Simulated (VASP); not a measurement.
# Nb in VASP: work function with PBE

Aim: the work function of Nb with PBE.

Program: VASP 6.6.1. These are calculated values, not measurements. Logs are shortened: lines on timing, memory, paths and dates and some standing lists are left out, and cuts for length are marked.

**1. The structure**

The cell holds a slab with vacuum, 4 atoms: a = 2.866 Å, b = 2.866 Å, c = 28.280 Å, α = 90.00°, β = 90.00°, γ = 109.47°.

The cell was built by a generator and needn't be a form met in nature.

**2. Work function, PBE**

File INCAR:

```
SYSTEM = Nb
  ALGO = Normal
  DIPOL = 0.5 0.5 0.500
  EDIFF = 1E-6
  ENCUT = 520
  GGA = PE
  IDIPOL = 3
  ISIF = 2
  ISMEAR = 1
  LASPH = .True.
  LCHARG = .True.
  LDIPOL = .True.
  LELF = .True.
  LREAL = .False.
  LVACPOTAV = .True.
  LVHAR = .True.
  LWAVE = .False.
  NELM = 60
  PREC = Accurate
  SIGMA = 0.1
```

File KPOINTS:

```
k-points
0
Gamma
  12 12 1
  0 0 0
```

File POSCAR:

```
Nb                                      
1.0
    2.8655568500      0.0000000000      0.0000000000
   -0.9551856200      2.7016728600      0.0000000000
    0.0000000000      0.0000000000     28.2800156200
  Nb            
     4
Selective dynamics
Direct
     0.0000000000000000    0.0000000000000000    0.3758993900000007   F   F   F
     0.5000000000000000    0.5000000000000000    0.4546111963273706   T   T   T
     0.0000000000000000    0.0000000000000000    0.5379934995542436   T   T   T
     0.5000000000000000    0.5000000000000000    0.6167421569931275   T   T   T
```

Potentials or basis: VASP PAW PBE potentials, release 64 (Nb_sv).

Launch:

```sh
cat potpaw_PBE.64/Nb_sv/POTCAR > POTCAR
mpirun -np 1 vasp_std > vasp.out
```

OUTCAR:

```text
SYSTEM = Nb
   EDIFF = 1E-6
   ENCUT = 520
   GGA = PE
   ISIF = 2
   ISMEAR = 1
   LASPH = .True.
   LREAL = .False.
   NELM = 60
   PREC = Accurate

 ion  position               nearest neighbor table
   1  0.000  0.000  0.376-   2 2.77   2 2.77
   2  0.500  0.500  0.455-   1 2.77   1 2.77   3 2.88   3 2.88
   3  0.000  0.000  0.538-   4 2.77   4 2.77   2 2.88   2 2.88
   4  0.500  0.500  0.617-   3 2.77   3 2.77

  LATTYP: Found a base centered orthorhombic cell.
 ALAT       =     3.3088599969
 B/A-ratio  =     1.4142135723
 C/A-ratio  =     8.5467549690

  Lattice vectors:

 A1 = (   2.8655568500,   0.0000000000,   0.0000000000)
 A2 = (  -0.9551856200,   2.7016728600,   0.0000000000)
 A3 = (   0.0000000000,   0.0000000000,  28.2800156200)

Analysis of symmetry for initial positions (statically):
=====================================================================
 Subroutine PRICEL returns:
 Original cell was already a primitive cell.

 Routine SETGRP: Setting up the symmetry group for a
 base centered orthorhombic supercell.

 Subroutine GETGRP returns: Found  4 space group operations
 (whereof  4 operations were pure point group operations)
 out of a pool of  8 trial point group operations.

The static configuration has the point symmetry C_2v.

Analysis of symmetry for dynamics (positions and initial velocities):
=====================================================================
 Subroutine PRICEL returns:
 Original cell was already a primitive cell.

 Routine SETGRP: Setting up the symmetry group for a
 base centered orthorhombic supercell.

 Subroutine GETGRP returns: Found  4 space group operations
 (whereof  4 operations were pure point group operations)
 out of a pool of  8 trial point group operations.

The dynamic configuration has the point symmetry C_2v.

Analysis of constrained symmetry for selective dynamics:
=====================================================================
 Subroutine PRICEL returns:
 Original cell was already a primitive cell.

 Routine SETGRP: Setting up the symmetry group for a
 base centered orthorhombic supercell.

 Subroutine GETGRP returns: Found  4 space group operations
 (whereof  4 operations were pure point group operations)
 out of a pool of  8 trial point group operations.

The constrained configuration has the point symmetry C_2v.

 Subroutine INISYM returns: Found  4 space group operations
 (whereof  4 operations are pure point group operations),
 and found     1 'primitive' translations

----------------------------------------------------------------------------------------

                                     Primitive cell

  volume of cell :     218.9381

  direct lattice vectors                    reciprocal lattice vectors
     2.865556850  0.000000000  0.000000000     0.348972312  0.123380347  0.000000000
    -0.955185620  2.701672860  0.000000000     0.000000000  0.370141039  0.000000000
     0.000000000  0.000000000 28.280015620     0.000000000  0.000000000  0.035360659

  length of vectors
     2.865556850  2.865556806 28.280015620     0.370141034  0.370141039  0.035360659

  position of ions in fractional coordinates (direct lattice)
     0.000000000  0.000000000  0.375899390
     0.500000000  0.500000000  0.454611196
     0.000000000  0.000000000  0.537993500
     0.500000000  0.500000000  0.616742157

  ion indices of the primitive-cell ions
   primitive index   ion index
                 1           1
                 2           2
                 3           3
                 4           4

----------------------------------------------------------------------------------------

 KPOINTS: k-points

Automatic generation of k-mesh.
 Grid dimensions read from file:
 generate k-points for:   12   12    1

 Generating k-lattice:

  Cartesian coordinates                     Fractional coordinates (reciprocal lattice)
     0.029081026  0.010281696  0.000000000     0.083333333  0.000000000  0.000000000
     0.000000000  0.030845087  0.000000000     0.000000000  0.083333333  0.000000000
     0.000000000  0.000000000  0.035360659     0.000000000  0.000000000  1.000000000

  Length of vectors
     0.030845086  0.030845087  0.035360659

  Shift w.r.t. Gamma in fractional coordinates (k-lattice)
     0.000000000  0.000000000  0.000000000

 Subroutine IBZKPT returns following result:
 ===========================================

 Found     43 irreducible k-points:

 Following reciprocal coordinates:
            Coordinates               Weight
  0.000000  0.000000  0.000000      1.000000
  0.083333 -0.000000  0.000000      4.000000
  0.166667 -0.000000  0.000000      4.000000
  0.250000 -0.000000  0.000000      4.000000
  0.333333 -0.000000  0.000000      4.000000
  0.416667  0.000000  0.000000      4.000000
[... 16 lines left out ...]
  0.500000  0.166667  0.000000      4.000000
 -0.416667  0.166667  0.000000      4.000000
 [... further k-points ...]
   k-points           NKPTS =     43   k-points in BZ     NKDIM =     43   number of bands    NBANDS=     31
   number of dos      NEDOS =    301   number of ions     NIONS =      4
   total plane-waves  NPLWV = 120960
   dimension x,y,z NGX =    24 NGY =   24 NGZ =  210
   dimension x,y,z NGXF=    48 NGYF=   48 NGZF=  420
   ions per type =               4
   NGX,Y,Z   is equivalent  to a cutoff of  13.92, 13.92, 12.34 a.u.
   NGXF,Y,Z  is equivalent  to a cutoff of  27.85, 27.85, 24.69 a.u.
 SYSTEM =  Nb
   PREC   = accura    normal or accurate (medium, high low for compatibility)
   ISTART =      0    job   : 0-new  1-cont  2-samecut
   ICHARG =      2    charge: 1-file 2-atom 10-const
   ISPIN  =      1    spin polarized calculation?
   LNONCOLLINEAR =      F non collinear calculations
   LSORBIT =      F    spin-orbit coupling
   LASPH  =      T    aspherical Exc in radial PAW
   ENCUT  =  520.0 eV  38.22 Ry    6.18 a.u.   5.33  5.33 52.58*2*pi/ulx,y,z
   NELM   =     60;   NELMIN=  2; NELMDL= -5     # of ELM steps
   EDIFF  = 0.1E-05   stopping-criterion for ELM
   LREAL  =      F    real-space projection
   EDIFFG = 0.1E-04   stopping-criterion for IOM
   NSW    =      0    number of steps for IOM
   IBRION =     -1    ionic relax: 0-MD 1-quasi-New 2-CG
   NFREE  =      0    steps in history (QN), initial steepest desc. (CG)
   ISIF   =      2    stress and relaxation
   ISYM   =      2    0-nonsym 1-usesym 2-fastsym
   POTIM  = 0.5000    time-step for ionic-motion
   TEBEG  =    0.0;   TEEND  =   0.0 temperature during run
   PSTRESS=    0.0 pullay stress
   NELECT =      52.0000    total number of electrons
   NUPDOWN=      -1.0000    fix difference up-down
   EMIN   =  10.00;   EMAX   =-10.00  energy-range for DOS
   EFERMI =   0.00;   METHOD = LEGACY
   ISMEAR =     1;   SIGMA  =   0.10  broadening in eV -4-tet -1-fermi 0-gaus
   EFERMI_NEDOS =   21; number of points for ismear=-14 and -15
   IALGO  =     38    algorithm
   IMIX   =      4    mixing-type and parameters
     AMIX     =   0.40;   BMIX     =  1.00
     AMIX_MAG =   1.60;   BMIX_MAG =  1.00
  volume/ion in A,a.u.               =      54.73       369.37
  Fermi-wavevector in a.u.,A,eV,Ry     =   1.013839  1.915877 13.985001  1.027869
  Thomas-Fermi vector in A             =   2.147031
   LORBIT       =      0    0 simple, 1 ext, 2 COOP (PROOUT), +10 PAW based schemes
   GGA     = PE    functional components
   LHFCALC =     F    Hartree Fock is set to
   AEXX    =    0.0000 exact exchange contribution
   IVDW    =     0    specifies the selected vdW correction
   LEPSILON=     F    determine dielectric tensor
   LRPA    =     F    only Hartree local field effects (RPA)
 non-spin polarized calculation
 Methfessel and Paxton  Order N= 1 SIGMA  =   0.10
  energy-cutoff  :      520.00
  volume of cell :      218.94
 maximum number of plane-waves:      5938
 NGX is ok and might be reduce to    24
   NGX = 11   NGY = 11   NGZ =105

 dipolmoment           0.000000      0.000000     -0.000008 electrons x Angstroem

 number of electron      51.9999997 magnetization

 dipolmoment           0.000000      0.000000      0.000031 electrons x Angstroem

 Free energy of the ion-electron system (eV)
  ---------------------------------------------------
  ext. energy  EPLUGINS =         0.00000000
  ---------------------------------------------------
  free energy    TOTEN  =       -38.88230733 eV

  energy without entropy =      -38.88508567  energy(sigma->0) =      -38.88323344

 E-fermi :   0.8104     XC(G=0):  -4.8602

 val. band max:        0.7975360852   @ k =   0.1667  -0.0000   0.0000
 cond. band min:       0.8484461637   @ k =   0.0833   0.0833   0.0000
 fundamental gap:      0.0509100786
 Fermi energy:         0.8104235116

 k-point     1 :       0.0000    0.0000    0.0000
  band No.  band energies     occupation
      1     -53.7861      2.00000
      2     -53.7788      2.00000
      3     -53.4957      2.00000
      4     -53.3900      2.00000
      5     -30.3107      2.00000
      6     -30.1057      2.00000
[... 23 lines left out ...]
     30       2.3797     -0.00000
     31       2.6695     -0.00000

 k-point     2 :       0.0833   -0.0000    0.0000
  band No.  band energies     occupation
      1     -53.7764      2.00000
      2     -53.7697      2.00000
      3     -53.4876      2.00000
      4     -53.3850      2.00000
      5     -30.2885      2.00000
      6     -30.1008      2.00000
[... 23 lines left out ...]
     30       2.2345     -0.00000
     31       2.5680     -0.00000

 k-point     3 :       0.1667   -0.0000    0.0000
  band No.  band energies     occupation
      1     -53.7499      2.00000
      2     -53.7448      2.00000
      3     -53.4651      2.00000
      4     -53.3718      2.00000
      5     -30.2279      2.00000
      6     -30.0934      2.00000
[... 23 lines left out ...]
     30       1.8112     -0.00000
     31       2.9041      0.00000

 k-point     4 :       0.2500   -0.0000    0.0000
  band No.  band energies     occupation
      1     -53.7133      2.00000
      2     -53.7103      2.00000
      3     -53.4330      2.00000
      4     -53.3553      2.00000
      5     -30.1570      2.00000
      6     -30.1076      2.00000
[... 635 lines left out ...]
     30       2.4110     -0.00000
     31       3.5624      0.00000

 k-point    23 :       0.5000    0.1667    0.0000
  band No.  band energies     occupation
      1     -53.6219      2.00000
      2     -53.6214      2.00000
      3     -53.3411      2.00000
      4     -53.3023      2.00000
      5     -30.2989      2.00000
      6     -30.2793      2.00000
[... 23 lines left out ...]
     30       2.6318     -0.00000
     31       3.2914      0.00000

 k-point    24 :      -0.4167    0.1667    0.0000
  band No.  band energies     occupation
      1     -53.6388      2.00000
      2     -53.6372      2.00000
      3     -53.3597      2.00000
      4     -53.2976      2.00000
      5     -30.2259      2.00000
      6     -30.1933      2.00000
[... 23 lines left out ...]
     30       2.7094     -0.00000
     31       3.2120      0.00000

 [... further k-points ...]
[... 5 lines left out ...]
  --------------------------------------------------------------------------------------
  -------------------------------------------------------------------------------------
  Total       -2.7012526     -2.2353393     -0.0571553      0.6589008      0.0000000      0.0000000
  in kB      -19.7676183    -16.3580902     -0.4182593      4.8218000      0.0000000      0.0000000
  external PRESSURE =     -12.1813226 kB  Pullay stress =       0.0000000 kB

 VOLUME and BASIS-vectors are now :
 -----------------------------------------------------------------------------
  energy-cutoff  :      520.00
  volume of cell :      218.94
      direct lattice vectors                 reciprocal lattice vectors
     2.865556850  0.000000000  0.000000000     0.348972312  0.123380347  0.000000000
    -0.955185620  2.701672860  0.000000000     0.000000000  0.370141039  0.000000000
     0.000000000  0.000000000 28.280015620     0.000000000  0.000000000  0.035360659

 POSITION                                       TOTAL-FORCE (eV/Angst)
 -----------------------------------------------------------------------------------
      0.00000      0.00000     10.63044        -0.000000      0.000000     -0.002792
      0.95519      1.35084     12.85641        -0.000000      0.000000      0.002450
      0.00000      0.00000     15.21446        -0.000000      0.000000      0.003631
      0.95519      1.35084     17.44148         0.000000      0.000000     -0.003289
 -----------------------------------------------------------------------------------
    total drift:                               -0.000000     -0.000000     -0.000420

  FREE ENERGIE OF THE ION-ELECTRON SYSTEM (eV)
  ---------------------------------------------------
  free  energy   TOTEN  =       -38.8823073307 eV

  energy  without entropy=      -38.8850856732  energy(sigma->0) =      -38.88323344

 vacuum level on the upper side and lower side of the slab         5.302         5.302
```

It took 6.7 min on 1 thread of AMD EPYC 9R45 (Zen 5), shared host; peak memory 0.43 GiB.

What came out:

- Free energy: -38.8823 eV
- Largest force: 0.004 eV/Å
- Band gap on the k mesh: none (metal or under the smearing width)
- Work function of the upper face: 4.49 eV
- Work function of the lower face: 4.49 eV

Forces in eV/Å, atoms in the order of the input:
```
Nb   0.000  0.000 -0.003
Nb   0.000  0.000  0.002
Nb   0.000  0.000  0.004
Nb   0.000  0.000 -0.003
```

Levels at points of the mesh, in eV from the Fermi level:
```tsv
k point	band 22	band 23	band 24	band 25	band 26	band 27	band 28	band 29	band 30	band 31
(0.00, 0.00, 0.00)	-1.34	-0.51	-0.47	-0.26	0.16	0.24	0.51	0.86	1.57	1.86
(0.50, 0.00, 0.00)	-1.59	-1.37	-1.37	0.18	0.18	1.67	1.67	2.84	2.85	3.04
(0.50, 0.50, 0.00)	-2.51	-1.44	-0.64	-0.26	1.60	1.90	2.16	2.28	2.87	2.99
```
